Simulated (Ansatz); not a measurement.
Input and command of a plane-wave DFT calculation in Ansatz:

```yaml
crystal:
  lattice:
    - [0.046990766, 1.800566209, 1.805462662]
    - [1.818064386, -0.02201506, 1.874468488]
    - [1.8029575, 1.854465149, -0.006908174]
  atoms:
    - { symbol: Rh, position: [0.0, 0.0, 0.0] }
basis:
  ecutwfc: 420
kpoints:
  mp_grid: { grid: [18, 18, 18] }
hamiltonian:
  xc: pbe
scf:
  occupations: { method: gaussian, width: 0.1 }
output:
  forces: true
  stress: true
  eigenvalues: true
```

```bash
ansatz run input.yaml --threads 1 --pin off --max-ram 2560MiB --backend cpu --events-out ev --progress --plain --runs-dir out
```

Processor: Intel(R) Xeon(R) Platinum 8488C (Sapphire Rapids), 1 thread, on a host shared with other jobs.

Problem. Estimate time, memory and problem size.

Solution. About 19 s on 1 thread of Intel(R) Xeon(R) Platinum 8488C (Sapphire Rapids), with other jobs on the host, peak memory 0.8 GiB. It solves 13 bands at 2920 k points (the mesh reduced by the symmetry that the task leaves, which can be less than the crystal's) with about 249 plane waves, in 6 SCF iterations.
